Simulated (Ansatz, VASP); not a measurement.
Au in VASP and in Ansatz

File INCAR:

```
SYSTEM = Au
PREC = Accurate ; ENCUT = 520
EDIFF = 1E-7 ; ISMEAR = 0
SIGMA = 0.15 ; LREAL = .False.
LASPH = .True. ; NELM = 100
ALGO = Fast ; ISIF = 2
LWAVE = .False. ; LCHARG = .False.
GGA = PS ; NBANDS = 12
```

File KPOINTS:

```
regular mesh
0
Gamma
  22 22 22
  0 0 0
```

POSCAR

```
Au
1.0
    0.0000000000      2.0125022943      2.1131274090
    2.0125022943      0.0000000000      2.1131274090
    2.0125022943      2.0125022943      0.0000000000
Au
1
Direct
    0.0000000000      0.0000000000      0.0000000000
```

Input for Ansatz:

```yaml
crystal:
  lattice:
    - [0.0, 2.0125022943, 2.113127409]
    - [2.0125022943, 0.0, 2.113127409]
    - [2.0125022943, 2.0125022943, 0.0]
  atoms:
    - { symbol: Au, position: [0.0, 0.0, 0.0] }
basis:
  ecutwfc: 420
kpoints:
  mp_grid: { grid: [22, 22, 22] }
hamiltonian:
  xc: pbesol
scf:
  occupations: { method: gaussian, width: 0.15 }
output:
  forces: true
  stress: true
  eigenvalues: true
```

Alike in both runs: task single point; functional PBEsol; k mesh 22 × 22 × 22; occupations gaussian, width 0.15 eV; no spin polarisation.

|  | VASP | Ansatz |
| --- | --- | --- |
| version | VASP 6.6.1 | Ansatz 0.2.0 |
| potentials or method | VASP PAW PBE potentials, release 64 (Au) | scalar-relativistic, plane waves, PAW |
| plane-wave cutoff (eV) | 520 | 420 |
| valence electrons in the cell | 11 | 19 |

Ansatz gave:

* gap on the k mesh at the Fermi level (eV): none
* pressure (GPa): -0.9
* largest component of the traceless stress (GPa): 1.16

**Question.** What did VASP give for the same quantities?

**Answer.** gap on the k mesh at the Fermi level (eV): none; pressure (GPa): -1.2; largest component of the traceless stress (GPa): 1.17.

A gap of «none» marks a metal or a gap that the smearing closes. The two sets of potentials don't hold the same shells in valence.

Caveats: the PAW data sets were made with another functional, which shifts forces and pressure a little (VASP). Spin-orbit coupling is left out, which matters for the levels of Au.
